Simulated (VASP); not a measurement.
# BiTe (R-3m) in VASP: a series of runs

The runs below take BiTe through electric field gradients, core levels, with PBE.

Program: VASP 6.6.1. These are calculated values, not measurements. Logs are shortened: lines on timing, memory, paths and dates and some standing lists are left out, and cuts for length are marked.

### 1 Starting point

Symmetry: R-3m, No. 166, trigonal system. Conventional cell: a = 4.845 Å, b = 4.845 Å, c = 9.952 Å, α = 90.00°, β = 90.00°, γ = 120.00°. Bi (site symmetry -3m) is surrounded by 6 Te at 3.25 Å. Around Te (site symmetry -3m) lie 6 Bi at 3.25 Å.

The cell comes from a database or a generator and needn't be the stable form of this composition.

### 2 Electric field gradients, PBE

Contents of INCAR:

```
SYSTEM = BiTe
PREC = Accurate
ENCUT = 520
EDIFF = 1E-8
ISMEAR = 0
SIGMA = 0.02
LREAL = .False.
LASPH = .True.
NELM = 80
ALGO = Normal
ISIF = 2
LWAVE = .False.
LCHARG = .False.
GGA = PE
LEFG = .True.
```

Contents of KPOINTS:

```
Automatic mesh
0
Gamma
  7 7 7
  0 0 0
```

Contents of POSCAR:

```
BiTe
1.0
    2.4227077728      1.3987509848      3.3172919545
   -2.4227077728      1.3987509848      3.3172919545
    0.0000000000     -2.7975019696      3.3172919545
Bi Te
1 1
Direct
    0.5000000000      0.5000000000      0.5000000000
    0.0000000000      0.0000000000      0.0000000000
```

Potentials or basis: VASP PAW PBE potentials, release 64 (Bi_d, Te).

Launch:

```bash
cat potpaw_PBE.64/Bi_d/POTCAR potpaw_PBE.64/Te/POTCAR > POTCAR
mpirun -np 1 vasp_std > vasp.out
```

OUTCAR:

```text
SYSTEM = BiTe
   PREC = Accurate
   ENCUT = 520
   EDIFF = 1E-8
   ISMEAR = 0
   LREAL = .False.
   LASPH = .True.
   NELM = 80
   ISIF = 2
   GGA = PE

 ion  position               nearest neighbor table
   1  0.500  0.500  0.500-   2 3.25   2 3.25   2 3.25   2 3.25   2 3.25   2 3.25
   2  0.000  0.000  0.000-   1 3.25   1 3.25   1 3.25   1 3.25   1 3.25   1 3.25

  LATTYP: Found a trigonal (rhomboedric) cell.
 ALAT       =     4.3394058558
 COS(alpha) =     0.3765932224

  Lattice vectors:

 A1 = (   2.4227077728,   1.3987509848,   3.3172919545)
 A2 = (  -2.4227077728,   1.3987509848,   3.3172919545)
 A3 = (   0.0000000000,  -2.7975019696,   3.3172919545)

Analysis of symmetry for initial positions (statically):
=====================================================================
 Subroutine PRICEL returns:
 Original cell was already a primitive cell.

 Routine SETGRP: Setting up the symmetry group for a
 trigonal (rhombohedral) supercell.

 Subroutine GETGRP returns: Found 12 space group operations
 (whereof 12 operations were pure point group operations)
 out of a pool of 12 trial point group operations.

The static configuration has the point symmetry D_3d.

Analysis of symmetry for dynamics (positions and initial velocities):
=====================================================================
 Subroutine PRICEL returns:
 Original cell was already a primitive cell.

 Routine SETGRP: Setting up the symmetry group for a
 trigonal (rhombohedral) supercell.

 Subroutine GETGRP returns: Found 12 space group operations
 (whereof 12 operations were pure point group operations)
 out of a pool of 12 trial point group operations.

The dynamic configuration has the point symmetry D_3d.

 Subroutine INISYM returns: Found 12 space group operations
 (whereof 12 operations are pure point group operations),
 and found     1 'primitive' translations

----------------------------------------------------------------------------------------

                                     Primitive cell

  volume of cell :      67.4491

  direct lattice vectors                    reciprocal lattice vectors
     2.422707773  1.398750985  3.317291954     0.206380648  0.119153923  0.100483568
    -2.422707773  1.398750985  3.317291954    -0.206380648  0.119153923  0.100483568
     0.000000000 -2.797501970  3.317291954     0.000000000 -0.238307845  0.100483568

  length of vectors
     4.339405856  4.339405856  4.339405856     0.258626326  0.258626326  0.258626326

  position of ions in fractional coordinates (direct lattice)
     0.500000000  0.500000000  0.500000000
     0.000000000  0.000000000  0.000000000

  ion indices of the primitive-cell ions
   primitive index   ion index
                 1           1
                 2           2

----------------------------------------------------------------------------------------

 KPOINTS: Automatic mesh

Automatic generation of k-mesh.
 Grid dimensions read from file:
 generate k-points for:    7    7    7

 Generating k-lattice:

  Cartesian coordinates                     Fractional coordinates (reciprocal lattice)
     0.029482950  0.017021989  0.014354795     0.142857143  0.000000000  0.000000000
    -0.029482950  0.017021989  0.014354795     0.000000000  0.142857143  0.000000000
     0.000000000 -0.034043978  0.014354795     0.000000000  0.000000000  0.142857143

  Length of vectors
     0.036946618  0.036946618  0.036946618

  Shift w.r.t. Gamma in fractional coordinates (k-lattice)
     0.000000000  0.000000000  0.000000000

 Subroutine IBZKPT returns following result:
 ===========================================

 Found     44 irreducible k-points:

 Following reciprocal coordinates:
            Coordinates               Weight
  0.000000  0.000000  0.000000      1.000000
  0.142857 -0.000000  0.000000      6.000000
  0.285714 -0.000000  0.000000      6.000000
  0.428571 -0.000000  0.000000      6.000000
  0.142857  0.142857  0.000000      6.000000
  0.285714  0.142857  0.000000     12.000000
[... 16 lines left out ...]
  0.285714  0.285714  0.142857      6.000000
  0.428571  0.285714  0.142857     12.000000
 [... further k-points ...]
   k-points           NKPTS =     44   k-points in BZ     NKDIM =     44   number of bands    NBANDS=     14
   number of dos      NEDOS =    301   number of ions     NIONS =      2
   total plane-waves  NPLWV =  32768
   dimension x,y,z NGX =    32 NGY =   32 NGZ =   32
   dimension x,y,z NGXF=    64 NGYF=   64 NGZF=   64
   ions per type =               1   1
   NGX,Y,Z   is equivalent  to a cutoff of  12.26, 12.26, 12.26 a.u.
   NGXF,Y,Z  is equivalent  to a cutoff of  24.52, 24.52, 24.52 a.u.
 SYSTEM =  BiTe
   PREC   = accura    normal or accurate (medium, high low for compatibility)
   ISTART =      0    job   : 0-new  1-cont  2-samecut
   ICHARG =      2    charge: 1-file 2-atom 10-const
   ISPIN  =      1    spin polarized calculation?
   LNONCOLLINEAR =      F non collinear calculations
   LSORBIT =      F    spin-orbit coupling
   LASPH  =      T    aspherical Exc in radial PAW
   ENCUT  =  520.0 eV  38.22 Ry    6.18 a.u.   8.07  8.07  8.07*2*pi/ulx,y,z
   NELM   =     80;   NELMIN=  2; NELMDL= -5     # of ELM steps
   EDIFF  = 0.1E-07   stopping-criterion for ELM
   LREAL  =      F    real-space projection
   EDIFFG = 0.1E-06   stopping-criterion for IOM
   NSW    =      0    number of steps for IOM
   IBRION =     -1    ionic relax: 0-MD 1-quasi-New 2-CG
[... 8 lines left out ...]
   EMIN   =  10.00;   EMAX   =-10.00  energy-range for DOS
   EFERMI =   0.00;   METHOD = LEGACY
   ISMEAR =     0;   SIGMA  =   0.02  broadening in eV -4-tet -1-fermi 0-gaus
   EFERMI_NEDOS =   21; number of points for ismear=-14 and -15
   IALGO  =     38    algorithm
[... 12 lines left out ...]
   LRPA    =     F    only Hartree local field effects (RPA)
 non-spin polarized calculation
 Gauss-broadening in eV      SIGMA  =   0.02
  energy-cutoff  :      520.00
  volume of cell :       67.45
 maximum number of plane-waves:      1827
   NGX = 17   NGY = 17   NGZ = 17

 number of electron      20.9999996 magnetization

 Free energy of the ion-electron system (eV)
  ---------------------------------------------------
  ext. energy  EPLUGINS =         0.00000000
  ---------------------------------------------------
  free energy    TOTEN  =        -7.16992901 eV

  energy without entropy =       -7.16980107  energy(sigma->0) =       -7.16986504

 E-fermi :   6.7238     XC(G=0):  -9.4772

 val. band max:        6.6545296175   @ k =  -0.4286   0.2857   0.2857
 cond. band min:       6.7284342897   @ k =   0.2857   0.2857   0.2857
 fundamental gap:      0.0739046722
 Fermi energy:         6.7238279203

 k-point     1 :       0.0000    0.0000    0.0000
  band No.  band energies     occupation
      1     -16.5774      2.00000
      2     -16.5774      2.00000
      3     -16.5577      2.00000
      4     -16.5577      2.00000
      5     -16.5408      2.00000
      6      -6.8096      2.00000
      7      -1.6028      2.00000
      8       3.7621      2.00000
      9       3.7621      2.00000
     10       5.0677      2.00000
     11       8.5497      0.00000
     12       9.1768      0.00000
     13       9.1768      0.00000
     14      10.7418      0.00000

 k-point     2 :       0.1429   -0.0000    0.0000
  band No.  band energies     occupation
      1     -16.5772      2.00000
      2     -16.5770      2.00000
      3     -16.5588      2.00000
      4     -16.5564      2.00000
      5     -16.5404      2.00000
      6      -6.6361      2.00000
      7      -2.0377      2.00000
      8       3.8777      2.00000
      9       4.0277      2.00000
     10       4.9959      2.00000
     11       7.9319      0.00000
     12       8.4727      0.00000
     13       8.5957      0.00000
     14      11.0267      0.00000

 k-point     3 :       0.2857   -0.0000    0.0000
  band No.  band energies     occupation
      1     -16.5773      2.00000
      2     -16.5762      2.00000
      3     -16.5608      2.00000
      4     -16.5536      2.00000
      5     -16.5390      2.00000
      6      -6.1242      2.00000
      7      -3.0565      2.00000
      8       4.2185      2.00000
      9       4.5020      2.00000
     10       5.0738      2.00000
     11       6.7934      0.00000
     12       7.2497      0.00000
     13       7.7462      0.00000
     14      11.8413      0.00000

 k-point     4 :       0.4286   -0.0000    0.0000
  band No.  band energies     occupation
      1     -16.5776      2.00000
      2     -16.5759      2.00000
      3     -16.5622      2.00000
      4     -16.5518      2.00000
      5     -16.5371      2.00000
      6      -5.3084      2.00000
      7      -4.2240      2.00000
      8       4.6990      2.00000
      9       4.7908      2.00000
     10       5.5034      2.00000
     11       5.9137      2.00000
     12       6.2514      2.00000
     13       7.0934      0.00000
     14      12.7895      0.00000

 k-point     5 :       0.1429    0.1429    0.0000
  band No.  band energies     occupation
      1     -16.5782      2.00000
      2     -16.5764      2.00000
      3     -16.5586      2.00000
      4     -16.5551      2.00000
      5     -16.5405      2.00000
      6      -6.5662      2.00000
      7      -2.0666      2.00000
      8       3.3848      2.00000
      9       4.1795      2.00000
     10       5.2105      2.00000
     11       6.7905      0.00000
[... 276 lines left out ...]
 k-point    22 :      -0.1429    0.1429    0.1429
  band No.  band energies     occupation
      1     -16.5786      2.00000
      2     -16.5750      2.00000
      3     -16.5578      2.00000
      4     -16.5562      2.00000
      5     -16.5397      2.00000
      6      -6.2037      2.00000
      7      -2.7778      2.00000
      8       3.3038      2.00000
      9       4.0286      2.00000
     10       5.0274      2.00000
     11       6.9154      0.00000
     12       8.5336      0.00000
     13       9.0037      0.00000
     14      11.2658      0.00000

 k-point    23 :       0.2857    0.2857    0.1429
  band No.  band energies     occupation
      1     -16.5802      2.00000
      2     -16.5772      2.00000
      3     -16.5563      2.00000
      4     -16.5490      2.00000
      5     -16.5409      2.00000
      6      -6.0824      2.00000
      7      -2.5709      2.00000
      8       3.1336      2.00000
      9       4.0419      2.00000
     10       4.5106      2.00000
     11       6.3000      2.00000
     12       7.9298      0.00000
     13       8.3614      0.00000
     14      10.3934      0.00000

 k-point    24 :       0.4286    0.2857    0.1429
  band No.  band energies     occupation
      1     -16.5812      2.00000
      2     -16.5769      2.00000
      3     -16.5571      2.00000
      4     -16.5470      2.00000
      5     -16.5396      2.00000
      6      -5.5940      2.00000
      7      -3.1965      2.00000
      8       2.8454      2.00000
      9       3.3484      2.00000
     10       4.2188      2.00000
     11       6.8925      0.00000
     12       7.3529      0.00000
     13       9.5482      0.00000
     14      10.4287      0.00000

 [... further k-points ...]
[... 5 lines left out ...]
  --------------------------------------------------------------------------------------
  -------------------------------------------------------------------------------------
  Total        0.0871305      0.0871305     -0.0161021      0.0000000     -0.0000000      0.0000000
  in kB        2.0696850      2.0696850     -0.3824861      0.0000000     -0.0000000      0.0000000
  external PRESSURE =       1.2522946 kB  Pullay stress =       0.0000000 kB

 VOLUME and BASIS-vectors are now :
 -----------------------------------------------------------------------------
  energy-cutoff  :      520.00
  volume of cell :       67.45
      direct lattice vectors                 reciprocal lattice vectors
     2.422707773  1.398750985  3.317291954     0.206380648  0.119153923  0.100483568
    -2.422707773  1.398750985  3.317291954    -0.206380648  0.119153923  0.100483568
     0.000000000 -2.797501970  3.317291954     0.000000000 -0.238307845  0.100483568

 POSITION                                       TOTAL-FORCE (eV/Angst)
 -----------------------------------------------------------------------------------
      0.00000      0.00000      4.97594         0.000000     -0.000000     -0.000000
      0.00000      0.00000      0.00000        -0.000000      0.000000      0.000000
 -----------------------------------------------------------------------------------
    total drift:                               -0.000000      0.000000     -0.000000

  FREE ENERGIE OF THE ION-ELECTRON SYSTEM (eV)
  ---------------------------------------------------
  free  energy   TOTEN  =        -7.1699290055 eV

  energy  without entropy=       -7.1698010698  energy(sigma->0) =       -7.16986504

 Electric field gradients (V/A^2)
---------------------------------------------------------------------
 ion       V_xx      V_yy      V_zz      V_xy      V_xz      V_yz
---------------------------------------------------------------------
   1      93.682    93.682  -187.364     0.000     0.000    -0.000
   2      71.403    71.403  -142.805    -0.000     0.000    -0.000
---------------------------------------------------------------------

 Electric field gradients after diagonalization (V/A^2)
 (convention: |V_zz| > |V_xx| > |V_yy|)
----------------------------------------------------------------------
 ion       V_xx      V_yy      V_zz     asymmetry (V_yy - V_xx)/ V_zz
----------------------------------------------------------------------
   1      93.682    93.682  -187.364       0.000
   2      71.403    71.403  -142.805       0.000
----------------------------------------------------------------------

           NMR quadrupolar parameters

 Cq : quadrupolar parameter    Cq=e*Q*V_zz/h
 eta: asymmetry parameters     (V_yy - V_xx)/ V_zz
 Q  : nuclear electric quadrupole moment in mb (millibarn)
----------------------------------------------------------------------
 ion       Cq(MHz)       eta       Q (mb)
----------------------------------------------------------------------
   1      -0.453       0.000       1.000
   2      -0.345       0.000       1.000
----------------------------------------------------------------------
```

It took 22 s on 1 thread of Intel Xeon Platinum 8488C (Sapphire Rapids), shared host; peak memory 0.2 GiB.

Results:

```yaml
Free_energy: -7.1699 eV
Pressure: 0.1 GPa
Band_gap_on_the_k_mesh: none (metal or under the smearing width)
```

Stress tensor (GPa, compression positive):
```
 0.21  0.00  0.00
 0.00  0.21  0.00
 0.00  0.00 -0.04
```

Levels at points of the mesh, in eV from the Fermi level:
| k point | band 8 | band 9 | band 10 | band 11 | band 12 | band 13 |
| --- | --- | --- | --- | --- | --- | --- |
| (0.00, 0.00, 0.00) | -2.96 | -2.96 | -1.66 | 1.83 | 2.45 | 2.45 |

Electric field gradients, principal values (V/Å²):
```tsv
atom	Vxx	Vyy	Vzz
1 Bi	93.682	93.682	-187.364
2 Te	71.403	71.403	-142.805
```

Caveat: spin-orbit coupling is left out, which moves the levels of the heavy elements.

### 3 Core levels, PBE

Contents of INCAR:

```
PREC = Accurate
ENCUT = 520
EDIFF = 1E-6
ISMEAR = 0
SIGMA = 0.02
LREAL = False
LASPH = True
NELM = 60
ALGO = Normal
ISIF = 2
LWAVE = False
LCHARG = False
GGA = PE
ICORELEVEL = 1
```

Contents of KPOINTS:

```
Automatic mesh
0
Gamma
  7 7 7
```

POSCAR is that of step 2.

Potentials or basis: VASP PAW PBE potentials, release 64 (Bi_d, Te).

Launch:

```bash
cat potpaw_PBE.64/Bi_d/POTCAR potpaw_PBE.64/Te/POTCAR > POTCAR
mpirun -np 1 vasp_std > vasp.out
```

OUTCAR:

```text
PREC = Accurate
   ENCUT = 520
   EDIFF = 1E-6
   ISMEAR = 0
   LREAL = False
   LASPH = True
   NELM = 60
   ISIF = 2
   GGA = PE

 ion  position               nearest neighbor table
   1  0.500  0.500  0.500-   2 3.25   2 3.25   2 3.25   2 3.25   2 3.25   2 3.25
   2  0.000  0.000  0.000-   1 3.25   1 3.25   1 3.25   1 3.25   1 3.25   1 3.25

  LATTYP: Found a trigonal (rhomboedric) cell.
 ALAT       =     4.3394058558
 COS(alpha) =     0.3765932224

  Lattice vectors:

[... 480 lines left out ...]
------------------------ aborting loop because EDIFF is reached ----------------------------------------

  FORCE on cell =-STRESS in cart. coord.  units (eV):
  Direction    XX          YY          ZZ          XY          YZ          ZX
  --------------------------------------------------------------------------------------
  -------------------------------------------------------------------------------------
  Total        0.0835184      0.0835184     -0.0201197      0.0000000     -0.0000000      0.0000000
  in kB        1.9838848      1.9838848     -0.4779203      0.0000000     -0.0000000      0.0000000
  external PRESSURE =       1.1632831 kB  Pullay stress =       0.0000000 kB

 VOLUME and BASIS-vectors are now :
 -----------------------------------------------------------------------------
  energy-cutoff  :      520.00
  volume of cell :       67.45
      direct lattice vectors                 reciprocal lattice vectors
     2.422707773  1.398750985  3.317291954     0.206380648  0.119153923  0.100483568
    -2.422707773  1.398750985  3.317291954    -0.206380648  0.119153923  0.100483568
     0.000000000 -2.797501970  3.317291954     0.000000000 -0.238307845  0.100483568

 POSITION                                       TOTAL-FORCE (eV/Angst)
 -----------------------------------------------------------------------------------
      0.00000      0.00000      4.97594         0.000000      0.000000     -0.000000
      0.00000      0.00000      0.00000         0.000000     -0.000000      0.000000
 -----------------------------------------------------------------------------------
    total drift:                               -0.000000      0.000000     -0.000000

  FREE ENERGIE OF THE ION-ELECTRON SYSTEM (eV)
  ---------------------------------------------------
  free  energy   TOTEN  =        -7.1699286847 eV

  energy  without entropy=       -7.1698007475  energy(sigma->0) =       -7.16986472
```

stdout:

```text
POSCAR found type information on POSCAR BiTe
 POSCAR found :  2 types and       2 ions
 scaLAPACK will be used
 LDA part: xc-table for (Slater+PW92), standard interpolation
 POSCAR, INCAR and KPOINTS ok, starting setup
 FFT: planning ... GRIDC
 FFT: planning ... GRID_SOFT
 FFT: planning ... GRID
 WAVECAR not read
 entering main loop
```

Wall time 18 s (1 thread of Intel Xeon Platinum 8488C (Sapphire Rapids), shared host); peak memory 0.2 GiB.

What came out:

```yaml
Free_energy: -7.1699 eV
Pressure: 0.1 GPa
Band_gap_on_the_k_mesh: none (metal or under the smearing width)
```

Levels at points of the mesh, in eV from the Fermi level:
```tsv
k point	band 7	band 8	band 9	band 10	band 11	band 12	band 13	band 14
(0.00, 0.00, 0.00)	-8.33	-2.96	-2.96	-1.66	1.83	2.45	2.45	4.02
```

Core levels (eV, on the scale of the bands):
| atom | levels |
| --- | --- |
| 1 Bi | 1s -90629.3, 2s -16272.0, 2p -13912.4, 3s -3920.0, 3p -3246.2, 3d -2571.1, 4s -891.7, 4p -671.1, 4d -419.3, 4f -142.1, 5s -147.2, 5p -85.3 |
| 2 Te | 1s -31609.9, 2s -4837.5, 2p -4340.9, 3s -953.7, 3p -792.3, 3d -548.6, 4s -153.1, 4p -103.2, 4d -30.5 |

Caveat: spin-orbit coupling is left out, which moves the levels of the heavy elements.

### 4 For comparison

An earlier run on the cell as given: functional PBE; potentials or basis VASP PAW PBE potentials, release 64 (Bi_d, Te); cutoff 520 eV; k mesh 7 × 7 × 7; occupations fermi-dirac, width 0.05 eV; no spin polarisation.

* Pressure: 0.1 GPa
* Band gap on the k mesh: none (metal or under the smearing width)

### 5 Summary

| task | smearing | gap on the mesh (eV) | pressure (GPa) |
| --- | --- | --- | --- |
| electric field gradients | gaussian 0.02 eV | none | 0.1 |
| core levels | gaussian 0.02 eV | none | 0.1 |
| single point | fermi-dirac 0.05 eV | none | 0.1 |

Alike in all rows: level PBE; potentials or basis VASP PAW PBE potentials, release 64 (Bi_d, Te); no spin polarisation; cell as given; k mesh 7 × 7 × 7; cutoff (eV) 520.

Every run on the cell as given and a fine mesh finds a metal.

Caveats: spin-orbit coupling is left out, which moves the levels of the heavy elements.

Total energies depend on the potentials used, so only differences within one code and one set of settings carry meaning.
